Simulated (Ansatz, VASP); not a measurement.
As: VASP beside Ansatz

The input INCAR:

```
ALGO = Normal ; EDIFF = 1E-6
ENCUT = 520 ; GGA = PE
ISIF = 2 ; ISMEAR = -1
LASPH = T ; LCHARG = F
LREAL = F ; LWAVE = F
NBANDS = 8 ; NELM = 100
PREC = Accurate ; SIGMA = 0.05
```

Contents of KPOINTS:

```
k-points
0
Gamma
  16 16 16
```

The input POSCAR:

```
As
1.0
   -1.6839830485      1.6839830485      1.6839830485
    1.6839830485     -1.6839830485      1.6839830485
    1.6839830485      1.6839830485     -1.6839830485
As
1
Direct
    0.0000000000      0.0000000000      0.0000000000
```

Input for Ansatz:

```yaml
crystal:
  lattice:
    - [-1.6839830485, 1.6839830485, 1.6839830485]
    - [1.6839830485, -1.6839830485, 1.6839830485]
    - [1.6839830485, 1.6839830485, -1.6839830485]
  atoms:
    - { symbol: As, position: [0.0, 0.0, 0.0] }
kpoints:
  mp_grid: { grid: [16, 16, 16] }
scf:
  occupations: { method: fermi_dirac, width: 0.05 }
hamiltonian:
  xc: pbe
  pseudopotentials:
    kind: all_electron
    lapw: { basis_error: 0.00025, muffin_tin_radii: { As: 0.747 } }
output:
  forces: true
  stress: true
  eigenvalues: true
```

Alike in both runs: task single point; functional PBE; k mesh 16 × 16 × 16; occupations fermi-dirac, width 0.05 eV; no spin polarisation.

|  | VASP | Ansatz |
| --- | --- | --- |
| version | VASP 6.6.1 | Ansatz 0.2.0 |
| potentials or method | VASP PAW PBE potentials, release 64 (As) | all-electron LAPW, scalar-relativistic |
| plane-wave cutoff (eV) | 520 | see its input |

```csv
,VASP,Ansatz,Ansatz less VASP
pressure (GPa),0.1,0.0,-0.05
```

Ansatz ran all-electron here, so the differences hold the error of VASP's frozen core and of both bases.
